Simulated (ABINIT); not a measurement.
**InP: single point with r2SCAN**

**What was measured.**

From a printed reference work, data compilation, for a bulk crystal of InP at 1.6 K: band gap 1.4236 eV (direct).

The system is InP.

```xyz
2
Lattice="0.0000 2.9305 2.9305 2.9305 0.0000 2.9305 2.9305 2.9305 0.0000" Properties=species:S:1:pos:R:3 pbc="T T T"
In    0.0000    0.0000    0.0000
P     4.3957    4.3957    4.3957
```

- Program: ABINIT 10.8.3 (patched build)
- Task: single point
- Functional: r2SCAN
- Potentials or basis: JTH PAW PBE v2.0
- Cutoff: 653 eV
- k mesh: 5 × 5 × 5
- Occupations: fermi-dirac, width 0.05 eV
- Spin: no spin polarisation

```
Pressure                                              : 1.7 GPa
Band gap on the k mesh                                : 1.13 eV, direct
Valence electrons inside the program's atomic spheres : In 11.22; P 1.58
```

Levels at points of the mesh, in eV from the valence-band top:
| k point | band 6 | band 7 | band 8 | band 9 | band 10 | band 11 | band 12 | band 13 |
| --- | --- | --- | --- | --- | --- | --- | --- | --- |
| (0.00, 0.00, 0.00) | -12.02 | 0.00 | 0.00 | 0.00 | 1.13 | 4.43 | 4.43 | 4.43 |

It took 34 s on 1 thread of Intel(R) Xeon(R) Platinum 8375C CPU @ 2.90GHz (Ice Lake) (shared host), peak memory 0.14 GiB.

A measured gap of InP is 1.4236 eV (direct; 1.6 K; a printed reference work, data compilation); the calculated 1.13 eV misses it by -0.30 eV. Spin-orbit coupling on In is left out. The value is that of r2SCAN, without temperature or zero-point motion.

Caveat: the PAW data sets were made with another functional, which shifts forces and pressure a little; spin-orbit coupling is left out, which moves the levels of the heavy elements.
